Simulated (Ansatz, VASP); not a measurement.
# Al37N36 (start site: Al_i (6-fold void)): VASP beside Ansatz

Aim: how closely do two programs agree when they are given the same cell, functional and k mesh? Of the first pair: The structure shown is the start of the Ansatz relaxation below; VASP solves that cell, so the two are compared at the walk's first step.

Program: Ansatz 0.2.0. Level of theory: plane waves, with VASP 6.6.1 beside it; r2SCAN. Results are calculated unless marked as measured.

## Step 1: The starting structure

The cell holds 73 atoms: 37 Al and 36 N. Its edges and angles: a = 9.320 Å, b = 9.320 Å, c = 9.956 Å, α = 90.0°, β = 90.0°, γ = 120.0°. It derives from AlN (AlN (P6_3mc)). Nearest the centre at fractional (0.768, 0.717, 0.095): Al37 at 0.05 Å, N71 at 1.78 Å, N72 at 1.79 Å, Al33 at 1.80 Å, Al36 at 1.83 Å, N67 at 1.84 Å, Al32 at 1.85 Å, Al20 at 2.77 Å.

As a file:

```
Al N
1.0
     9.31957    0.00000    0.00000
    -4.65978    8.07098    0.00000
     0.00000    0.00000    9.95648
Al N
37 36
Direct
  0.21983 0.10575 0.24709
  0.10596 0.21688 0.50064
  0.22050 0.11478 0.74730
  0.10524 0.22056 0.00067
  0.22058 0.44152 0.24518
  0.11485 0.56123 0.49777
  0.21808 0.43853 0.74861
  0.11405 0.55243 0.00062
  0.21626 0.77421 0.24837
  0.11485 0.88706 0.49758
  0.22144 0.77659 0.75453
  0.10592 0.88607 0.00234
  0.56084 0.11646 0.24893
  0.44554 0.21989 0.50374
  0.54947 0.10787 0.74869
  0.44560 0.21812 0.99734
  0.55106 0.43900 0.24787
  0.44822 0.56168 0.49999
  0.55329 0.43973 0.75286
  0.44494 0.55949 0.00323
  0.55357 0.77320 0.25297
  0.44756 0.88863 0.50359
  0.55563 0.78107 0.74561
  0.44369 0.88414 0.00245
  0.89343 0.11657 0.24793
  0.77498 0.21618 0.49850
  0.88971 0.10632 0.75065
  0.77662 0.21881 0.99544
  0.88687 0.44851 0.24954
  0.77993 0.55736 0.50426
  0.89333 0.44981 0.74770
  0.77721 0.55052 0.00188
  0.88813 0.78239 0.24786
  0.78322 0.89414 0.49923
  0.88616 0.78062 0.75181
  0.77197 0.88648 0.99792
  0.76592 0.72093 0.09663
  0.22277 0.10668 0.43803
  0.10821 0.21887 0.18633
  0.21637 0.10676 0.94136
  0.11436 0.22106 0.68701
  0.22793 0.44522 0.44065
  0.10532 0.55236 0.18863
  0.22372 0.44919 0.94352
  0.10620 0.54985 0.69077
  0.21843 0.78011 0.44062
  0.11041 0.88475 0.18689
  0.22002 0.77607 0.94506
  0.11686 0.89035 0.68907
  0.55672 0.10658 0.43920
  0.44273 0.22446 0.19426
  0.55284 0.10564 0.94276
  0.43950 0.22294 0.68992
  0.55767 0.44443 0.44501
  0.44224 0.55137 0.19410
  0.55257 0.44126 0.94450
  0.43887 0.55054 0.69110
  0.55563 0.78077 0.44459
  0.44833 0.89439 0.18834
  0.54975 0.77325 0.94127
  0.44493 0.88451 0.68787
  0.88986 0.10727 0.44326
  0.77244 0.21769 0.18854
  0.88737 0.10836 0.93590
  0.77514 0.21706 0.69317
  0.88308 0.44184 0.44213
  0.78354 0.55654 0.19094
  0.88954 0.44818 0.94424
  0.77908 0.55096 0.69021
  0.89290 0.77864 0.43672
  0.77699 0.88321 0.18980
  0.88534 0.77204 0.94217
  0.78361 0.89002 0.69072
```

## Step 2: Ansatz: relaxation, r2SCAN

Ansatz runs on its PAW soft_1 files.

The two programs are compared at the cell with which this relaxation starts, whose forces are those of its first step.

The input, input.yaml:

```yaml
crystal:
  lattice:
    - [3.10652185, 3.0e-08, 0.0]
    - [-1.55326095, 2.69032682, 0.0]
    - [0.0, 0.0, 4.97823886]
  atoms:
    - { symbol: Al, position: [0.66666667, 0.33333333, 0.49920333] }
    - { symbol: Al, position: [0.33333333, 0.66666667, 0.99920333] }
    - { symbol: "N", position: [0.66666667, 0.33333333, 0.88079667] }
    - { symbol: "N", position: [0.33333333, 0.66666667, 0.38079667] }
  supercell: [3, 3, 2]
  defects:
    - { interstitial: { symbol: Al, position: [0.768304, 0.717485, 0.095] } }
basis:
  ecutwfc: 500
  xc_grid: 2
hamiltonian:
  xc: r2scan
  pseudopotentials: { kind: paw, azcp: { folder: soft_1 } }
kpoints:
  mp_grid: { grid: [1, 1, 1], shift: [0.25, 0.25, 0.25] }
magnetization:
  spin_polarized: true
  initial_magnetization: 1
  spin_locking: { lock_magnetization: hard }
scf:
  occupations: { method: fixed }
  max_iter: 80
output:
  forces: true
  charged_corrections: { epsilon: [4.49, 4.49, 4.72], static_epsilon: [8.15, 8.15, 9.65] }
relax:
  f_tol: 0.02
  max_steps: 80
  random_displacement: { amplitude: 0.05, seed: 9108 }
checkpoint:
  write: "../q0_M1.relax.run"
  compress: false
  write_wavefunctions: true
  write_every: 100000
```

Launch:

```
ansatz run input.yaml --threads 4 --pin off --max-ram 7536MiB --backend cpu --events-out ev --progress --plain --runs-dir out
```

Numbers of over 12 decimals in the logs are rounded to 6 here.

Log:

```text
Warning: This run holds its total moment fixed (magnetization.spin_locking.lock_magnetization: hard) and mixes its density by anderson or broyden (scf.mixing.algorithm, typed or taken by auto). Slabs with a fixed moment have converged under broyden above another state at the same moment, at the default mixing steps and at smaller ones, and under scf.lower_state_search: standard, light or off a state that such a mixer [...]
Engine: ansatz 0.2.0, aarch64-unknown-linux-gnu
Pseudopotentials: kind: paw
Pseudopotential: Al, paw, valence charge 3, recommended cutoff 500 eV (meta_gga), soft_1/Al.paw.azcp
Pseudopotential: N, paw, valence charge 5, recommended cutoff 500 eV (meta_gga), soft_1/N.paw.azcp
Functional definition: r2SCAN
  parameter k0 = 0.174
  parameter k1 = 0.065
  parameter a1 = 4.9479
  exchange = r2scan_x(k0 = k0, k1 = k1, a1 = a1)
  correlation = r2scan_c
Crystal: 73 atoms, lattice volume = 748.907 Å³
Basis set: ecut = 500 eV, 18913 PW (Γ), exchange–correlation on 144×144×150 points (8 copies of the dense FFT grid, shifted against one another)
Bands: 219, of which v1, the nominal top of the filled ones, is band 146 counted from 1 (145 counted from 0)
Symmetry: 1 space group operations
k-points: 1
Non-local potential: Al, projectors of the file, l = 0: 2, l = 1: 2, l = 2: 1
Non-local potential: N, projectors of the file, l = 0: 2, l = 1: 2, l = 2: 1
PAW form: soft (Blöchl's): semilocal exchange-correlation on the pseudo side does not see the compensation charge
PAW frozen core: Al, regenerated for the run's functional (the file was generated under x = pbe(κ = 0.804, μ = 0.219515), c = pbe(β = 0.066725))
PAW frozen core: N, regenerated for the run's functional (the file was generated under x = pbe(κ = 0.804, μ = 0.219515), c = pbe(β = 0.066725))
PAW one-centre angular grid: Al, 302 points (default); XC on 160 Gauss nodes
PAW one-centre angular grid: N, 302 points (default); XC on 160 Gauss nodes
Initial density: superposition of atomic densities (chi_scale 0.1, normalization cell, long waves kept (reshape's long-wave potential 0.16 eV rms))
Starting moments: Σ|m| = 1 μB on 73 of 73 sites
Initial wavefunctions: pseudopotential atomic-orbital guess
Functional: x = r2scan, c = r2scan; τ floored in thin density (d = 2e-4 eV/Å³)
SCF iter   1: F=—  HF=-33982.758696 eV  |F-HF|=—  |Δ(HF+E_count)|=         —  Δρ=6.76e-2 (↑6.76e-2 ↓6.73e-2)  dr2=1.71e2  dr2_τ=4.92e0  dr2_m=1.90e-1  M=1.000 μB ∫|m|=1.010 μB  β_m=1.20  ethr=3.10e-3  ⟨swp⟩=5.0  Hψ=1516  notcnv=0  defer=142
preconditioner: auto → Resta (q_TF=auto, 2.331 Å⁻¹)  ε∞=3.3  [insulator: Δε(μ)=1.227 eV  Ē_g=15.245 eV  n_scr=156 (ndim 8)  ℏωp=23.1 eV  f_vac=0.000  ε∞_Penn≈3.3]
spin=Collinear: Resta preconditioning applied to the charge; magnetization (m = ρ↑ − ρ↓) channel mixes plain (no charge-response kernel on spin).
SCF iter   2: F=—  HF=-33949.436076 eV  |F-HF|=—  |Δ(HF+E_count)|=    3.33e1  Δρ=3.52e-2 (↑3.52e-2 ↓3.52e-2)  dr2=4.84e1  dr2_τ=3.78e-1  dr2_m=5.94e-3  M=1.000 μB ∫|m|=1.116 μB  β_m=1.20  ethr=3.10e-3  ⟨swp⟩=3.0  Hψ=761  notcnv=0  defer=142  κ⁻¹=1.0e0(r=1)
SCF iter   3: F=—  HF=-33943.073962 eV  |F-HF|=—  |Δ(HF+E_count)|=    6.36e0  Δρ=1.76e-2 (↑1.76e-2 ↓1.76e-2)  dr2=6.26e0  dr2_τ=3.13e0  dr2_m=7.17e-3  M=1.000 μB ∫|m|=1.256 μB  β_m=1.20  ethr=3.10e-3  ⟨swp⟩=3.0  Hψ=693  notcnv=0  defer=137  κ⁻¹=7.6e-2(r=2)
SCF iter   4: F=—  HF=-33944.452812 eV  |F-HF|=—  |Δ(HF+E_count)|=    1.38e0  Δρ=1.25e-2 (↑1.22e-2 ↓1.25e-2)  dr2=2.38e0  dr2_τ=3.31e-2  dr2_m=2.47e-3  M=1.000 μB ∫|m|=1.163 μB  β_m=1.20  ethr=2.15e-3  ⟨swp⟩=2.5  Hψ=499  notcnv=0  defer=139  κ⁻¹=2.7e-2(r=3)
SCF iter   5: F=—  HF=-33944.609749 eV  |F-HF|=—  |Δ(HF+E_count)|=   1.57e-1  Δρ=6.24e-3 (↑6.24e-3 ↓6.22e-3)  dr2=6.28e-1  dr2_τ=8.87e-3  dr2_m=1.33e-4  M=1.000 μB ∫|m|=1.126 μB  β_m=1.20  ethr=8.18e-4  ⟨swp⟩=2.0  Hψ=385  notcnv=0  defer=143  κ⁻¹=4.3e-3(r=4)
SCF iter   6: F=—  HF=-33944.656220 eV  |F-HF|=—  |Δ(HF+E_count)|=   4.65e-2  Δρ=1.19e-3 (↑1.01e-3 ↓1.19e-3)  dr2=3.40e-2  dr2_τ=3.81e-4  dr2_m=6.76e-4  M=1.000 μB ∫|m|=1.130 μB  β_m=1.20  ethr=2.16e-4  ⟨swp⟩=2.0  Hψ=386  notcnv=0  defer=143  κ⁻¹=3.0e-4(r=5)
SCF iter   7: F=—  HF=-33944.667358 eV  |F-HF|=—  |Δ(HF+E_count)|=   1.11e-2  Δρ=5.63e-4 (↑5.63e-4 ↓5.40e-4)  dr2=5.49e-3  dr2_τ=8.07e-5  dr2_m=3.77e-5  M=1.000 μB ∫|m|=1.126 μB  β_m=1.20  ethr=1.17e-5  ⟨swp⟩=3.0  Hψ=604  notcnv=0  defer=143  κ⁻¹=1.5e-5(r=6)
[...]
k-point 0 ↓: bands = [... 142 lower, 6.8744, 6.9978, 10.0861, 12.2581, 12.5699, 12.8513, 13.1021, 13.2197, ... 69 higher]
--- Relaxed structure (16 steps of the walk, 16 accepted, 0 SCFs on fresh bases) ---
  F+E_penalty+E_count = -33956.51737809 eV   max|allowed force component| = 1.250e-2 eV/Å
  atoms:
    - { symbol: Al, position: [0.223366, 0.111706, 0.247625] }
    - { symbol: Al, position: [0.112933, 0.222439, 0.499475] }
    - { symbol: N, position: [0.223182, 0.110802, 0.437484] }
    - { symbol: N, position: [0.109254, 0.219190, 0.189632] }
    - { symbol: Al, position: [0.223893, 0.111019, 0.751159] }
    - { symbol: Al, position: [0.108210, 0.218459, 0.997457] }
    - { symbol: N, position: [0.221381, 0.109212, 0.941489] }
    - { symbol: N, position: [0.115768, 0.222673, 0.688097] }
    - { symbol: Al, position: [0.221305, 0.442640, 0.247739] }
    - { symbol: Al, position: [0.111313, 0.554342, 0.499336] }
    - { symbol: N, position: [0.221097, 0.442644, 0.437647] }
    - { symbol: N, position: [0.111846, 0.554807, 0.189483] }
    - { symbol: Al, position: [0.221431, 0.442099, 0.751895] }
    - { symbol: Al, position: [0.111631, 0.554502, 0.998856] }
    - { symbol: N, position: [0.224000, 0.443589, 0.942593] }
    - { symbol: N, position: [0.111820, 0.554843, 0.690848] }
    - { symbol: Al, position: [0.223223, 0.777254, 0.246688] }
    - { symbol: Al, position: [0.123764, 0.893110, 0.505785] }
    - { symbol: N, position: [0.222330, 0.776346, 0.436755] }
    - { symbol: N, position: [0.113492, 0.889332, 0.190831] }
    - { symbol: Al, position: [0.222750, 0.777284, 0.754752] }
    - { symbol: Al, position: [0.107015, 0.886004, 0.996255] }
    - { symbol: N, position: [0.222561, 0.777173, 0.944463] }
    - { symbol: N, position: [0.122286, 0.893245, 0.689566] }
    - { symbol: Al, position: [0.556947, 0.111349, 0.247360] }
    - { symbol: Al, position: [0.443966, 0.219540, 0.499624] }
    - { symbol: N, position: [0.555538, 0.110842, 0.437276] }
    - { symbol: N, position: [0.445861, 0.222544, 0.188921] }
    - { symbol: Al, position: [0.555479, 0.111095, 0.751232] }
    - { symbol: Al, position: [0.443215, 0.218317, 0.997397] }
    - { symbol: N, position: [0.555633, 0.109387, 0.941544] }
    - { symbol: N, position: [0.443394, 0.218022, 0.687400] }
    - { symbol: Al, position: [0.552195, 0.436432, 0.255928] }
    - { symbol: Al, position: [0.437497, 0.546646, 0.504200] }
    - { symbol: N, position: [0.555386, 0.442995, 0.442223] }
    - { symbol: N, position: [0.455651, 0.566947, 0.195931] }
    - { symbol: Al, position: [0.553298, 0.437996, 0.745117] }
    - { symbol: Al, position: [0.454260, 0.560789, 0.984513] }
    - { symbol: N, position: [0.549974, 0.431886, 0.931451] }
    - { symbol: N, position: [0.440780, 0.546980, 0.690017] }
    - { symbol: Al, position: [0.533332, 0.780013, 0.283512] }
    - { symbol: Al, position: [0.437845, 0.893040, 0.506260] }
    - { symbol: N, position: [0.539122, 0.771571, 0.465861] }
    - { symbol: N, position: [0.445532, 0.888802, 0.190459] }
    - { symbol: Al, position: [0.550001, 0.776097, 0.729359] }
    - { symbol: Al, position: [0.446959, 0.886215, 0.995970] }
    - { symbol: N, position: [0.541954, 0.776907, 0.914207] }
    - { symbol: N, position: [0.440005, 0.893140, 0.690116] }
[...]
- { symbol: Al, position: [0.777433, 0.546732, 0.503438] }
    - { symbol: N, position: [0.889470, 0.442817, 0.436845] }
    - { symbol: N, position: [0.780539, 0.567814, 0.195205] }
    - { symbol: Al, position: [0.889117, 0.441992, 0.751668] }
    - { symbol: Al, position: [0.775114, 0.560014, 0.983928] }
    - { symbol: N, position: [0.887805, 0.443171, 0.942516] }
    - { symbol: N, position: [0.774855, 0.546304, 0.689100] }
    - { symbol: Al, position: [0.915874, 0.781842, 0.282909] }
    - { symbol: Al, position: [0.777387, 0.886939, 0.485287] }
    - { symbol: N, position: [0.900379, 0.772074, 0.465154] }
    - { symbol: N, position: [0.768007, 0.868945, 0.276373] }
    - { symbol: Al, position: [0.894721, 0.775406, 0.728126] }
    - { symbol: Al, position: [0.778783, 0.885389, 0.947775] }
    - { symbol: N, position: [0.903539, 0.774767, 0.912528] }
    - { symbol: N, position: [0.779021, 0.888605, 0.685298] }
    - { symbol: Al, position: [0.695379, 0.720761, 0.134920] }
```

## Step 3: VASP: single point, r2SCAN, start cell, pair 1

The same cell, functional and mesh now go to VASP, with its own data sets.

Lines of VASP's logs that name or quote its potential files are left out, and so is its time.

The input, INCAR:

```
SYSTEM = Al37N36
PREC = Accurate
ENCUT = 580
EDIFF = 1E-06
NELM = 200
ISMEAR = 0
SIGMA = 0.01
LREAL = Auto
ALGO = Normal
METAGGA = R2SCAN
LASPH = .TRUE.
NBANDS = 200
ISPIN = 2
MAGMOM = 0 0 0 0 0 0 0 0 0 0 0 0 0 0 0 0 -0 0 0 0.01 0 0 -0 0 0 0 0 -0 0 0 0 0.01 0 0 0 0.02 0.02 0 0 -0 0 0.01 0 0 0 0 0.01 -0 0 0 -0 0 0.01 0 0.02 0.05 0 0 0 0.01 0 -0 0 0.04 0 0 0.02 0 0 0 0.04 0.01 0
LORBIT = 11
LWAVE = .FALSE.
LCHARG = .FALSE.
ISIF = 2
ISYM = 0
NUPDOWN = 1
GGA_COMPAT = .FALSE.
LMIXTAU = .TRUE.
NCORE = 2
```

The input, POSCAR:

```
Al37N36
1.0
    9.3195655359      0.0000000860      0.0000000000
   -4.6597828424      8.0709804634      0.0000000000
    0.0000000000      0.0000000000      9.9564777190
Al N
37 36
Direct
    0.2198310269      0.1057535680      0.2470945117
    0.1059623077      0.2168793493      0.5006428117
    0.2205024686      0.1147798567      0.7472980114
    0.1052403695      0.2205616776      0.0006728565
    0.2205790756      0.4415231826      0.2451764639
    0.1148469201      0.5612294579      0.4977697073
    0.2180810155      0.4385256534      0.7486140391
    0.1140479054      0.5524259426      0.0006156074
    0.2162550834      0.7742065552      0.2483693601
    0.1148455026      0.8870579012      0.4975835973
    0.2214437819      0.7765915194      0.7545275761
    0.1059208281      0.8860726430      0.0023354927
    0.5608433292      0.1164561054      0.2489286945
    0.4455432031      0.2198922386      0.5037443101
    0.5494687322      0.1078683013      0.7486857512
    0.4455964934      0.2181152550      0.9973362348
    0.5510648355      0.4389974637      0.2478735020
    0.4482198997      0.5616761163      0.4999943896
    0.5532901357      0.4397292211      0.7528577085
    0.4449374511      0.5594912517      0.0032258678
    0.5535681631      0.7731980000      0.2529715901
    0.4475604972      0.8886256130      0.5035931523
    0.5556256061      0.7810660651      0.7456087594
    0.4436876973      0.8841400365      0.0024489866
    0.8934255237      0.1165667452      0.2479301486
    0.7749799246      0.2161826486      0.4985029988
    0.8897051142      0.1063197870      0.7506483930
    0.7766188215      0.2188149186      0.9954387766
    0.8868742886      0.4485101829      0.2495398544
    0.7799273108      0.5573623866      0.5042613605
    0.8933265054      0.4498074230      0.7476997599
    0.7772070958      0.5505158826      0.0018822199
    0.8881316733      0.7823893209      0.2478624539
    0.7832193194      0.8941429069      0.4992288579
    0.8861647576      0.7806180367      0.7518085423
    0.7719666820      0.8864795258      0.9979242942
    0.7659180037      0.7209256621      0.0966336718
    0.2227737864      0.1066822036      0.4380262903
    0.1082148028      0.2188668401      0.1863338675
    0.2163656772      0.1067642259      0.9413562973
    0.1143566776      0.2210614929      0.6870058060
    0.2279260729      0.4452198833      0.4406492059
    0.1053233022      0.5523554432      0.1886308645
    0.2237170048      0.4491928827      0.9435168003
    0.1061996625      0.5498538884      0.6907678794
    0.2184275421      0.7801146354      0.4406200791
    0.1104140006      0.8847542158      0.1868854682
    0.2200217968      0.7760744818      0.9450587111
    0.1168582895      0.8903461014      0.6890727016
    0.5567155801      0.1065779995      0.4392032126
    0.4427287658      0.2244584744      0.1942579549
    0.5528421788      0.1056426733      0.9427580983
    0.4395012932      0.2229445320      0.6899237053
    0.5576683604      0.4444251808      0.4450104871
    0.4422356747      0.5513710487      0.1940998669
    0.5525674743      0.4412559253      0.9445014859
    0.4388745607      0.5505435160      0.6910967105
    0.5556292167      0.7807747746      0.4445862407
    0.4483259065      0.8943853841      0.1883387934
    0.5497497982      0.7732532598      0.9412733363
    0.4449336516      0.8845144644      0.6878746875
    0.8898597283      0.1072719637      0.4432643877
    0.7724372142      0.2176900243      0.1885435847
    0.8873663908      0.1083606791      0.9359006531
    0.7751386751      0.2170596176      0.6931736498
    0.8830841577      0.4418428393      0.4421300508
    0.7835353008      0.5565412967      0.1909425254
    0.8895388746      0.4481798636      0.9442390437
    0.7790766740      0.5509630401      0.6902108551
    0.8928969455      0.7786407056      0.4367211099
    0.7769871081      0.8832105301      0.1898025641
    0.8853417974      0.7720353125      0.9421731525
    0.7836080084      0.8900237047      0.6907229840
```

The input, KPOINTS:

```
Points of the shifted mesh
1
Reciprocal
 0.2500000000  0.2500000000  0.2500000000 1
```

PAW data sets: Al and N (PBE family, release 64).

Launch:

```
mpirun -np 8 vasp_std
```

Log:

```text
[banner, memory and clock lines left out]
running    8 mpi-ranks, on    1 nodes
[...]
|                                                                             |
|               ----> ADVICE to this user running VASP <----                  |
|                                                                             |
|     You enforced a specific xc type in the INCAR file but a different       |
|     [... a line on the potential file left out ...]
|     I HOPE YOU KNOW WHAT YOU ARE DOING!                                     |
|                                                                             |

 LDA part: xc-table for (None), standard interpolation
 POSCAR, INCAR and KPOINTS ok, starting setup
[...]
entering main loop
       N       E                     dE             d eps       ncg     rms          rms(c)
DAV:   1     0.117563206396E+04    0.11756E+04   -0.14915E+05   800   0.149E+03
DAV:   2    -0.685203826105E+03   -0.18608E+04   -0.17766E+04   984   0.300E+02
DAV:   3    -0.831995142850E+03   -0.14679E+03   -0.14551E+03   976   0.913E+01
DAV:   4    -0.834372721343E+03   -0.23776E+01   -0.23688E+01   952   0.120E+01
[...]
DAV:  21    -0.677677150272E+03   -0.32292E-03   -0.84499E-05   848   0.328E-02    0.145E-02
DAV:  22    -0.677677156919E+03   -0.66469E-05   -0.72712E-06   944   0.705E-03    0.149E-02
DAV:  23    -0.677677157605E+03   -0.68618E-06   -0.50029E-07   480   0.223E-03
   1 F= -.67767716E+03 E0= -.67767716E+03  d E =-.539812E-23  mag=     1.0000
```

Parts of OUTCAR (step 3):

```text
  FREE ENERGIE OF THE ION-ELECTRON SYSTEM (eV)
  ---------------------------------------------------
  free  energy   TOTEN  =      -677.6771576050 eV

  energy  without entropy=     -677.6771576050  energy(sigma->0) =     -677.67715761

 magnetization (x)
# of ion       s       p       d       tot
------------------------------------------
    1        0.000   0.002   0.000   0.002
    2        0.001   0.000   0.000   0.001
    3        0.000   0.000   0.000   0.000
    4        0.000   0.000   0.000   0.000
    5       -0.000  -0.000   0.000  -0.000
    6        0.001   0.000   0.000   0.001
    7        0.000   0.000   0.000   0.000
    8        0.000   0.000   0.000   0.000
    9        0.002   0.004   0.000   0.006
   10        0.000   0.000   0.000   0.000
   11        0.000   0.000   0.000   0.000
   12       -0.001  -0.002   0.000  -0.003
   13        0.000   0.000   0.000   0.000
[...]
--------------------------------------------------
tot          0.191   0.310   0.000   0.500
```

The run ends at a pressure of 8.34 GPa, with forces up to 16 eV/Å.

## Step 4: Comparison

Known differences besides the potentials themselves: VASP starts from the moments at which Ansatz ended; VASP keeps PBE cores, Ansatz makes them for the functional; fixed occupations in Ansatz, narrow Gaussian smearing in VASP; the cutoff is 500 eV in Ansatz and 580 eV in VASP (PREC = Accurate, projectors in real space). Total energies have different zeros and are not compared.

Forces on 7 of the 73 atoms, those with the largest forces and the largest differences (eV/Å; atoms numbered as in POSCAR):

| atom | Ansatz x, y, z | VASP x, y, z |
| --- | --- | --- |
| Al32 | 2.374, -7.373, -5.661 | 2.369, -7.379, -5.660 |
| Al33 | 9.240, 3.936, 12.323 | 9.239, 3.920, 12.271 |
| Al36 | -5.988, 7.903, -7.463 | -5.958, 7.884, -7.432 |
| Al37 | -5.152, -7.913, -0.019 | -5.190, -7.946, -0.048 |
| N60 | -1.286, 1.948, -2.257 | -1.287, 1.946, -2.255 |
| N71 | -2.072, 3.581, 2.331 | -2.129, 3.684, 2.396 |
| N72 | 1.275, 1.311, -2.552 | 1.300, 1.326, -2.602 |

The forces differ by 14 meV/Å r.m.s., which is 0.8 % of the r.m.s. force of 1.851 eV/Å (both taken over all components). Moments aren't recorded for both runs of this pair, so they may hold unlike magnetic states.

## Step 5: Ansatz: relaxation, r2SCAN

This run makes the geometry at which the two programs are then compared.

The structure compared here is the end of the Ansatz relaxation.

This is the run of step 2 again, met here at its other cell.

(Continued in part 2 of 2.)

[Lines on the potential files, build, host, timing and source positions are cut from VASP's logs without a mark.]

[Logs are printed without paths, hosts, clocks, repeated set-up lines and the standing remarks that a program may print on its own settings, such as how far it seeks lower states.]

[Hosts, paths, dates, database ids (printed as entryN), source tags and the programs' standing remarks are cut or masked in the printed files.]
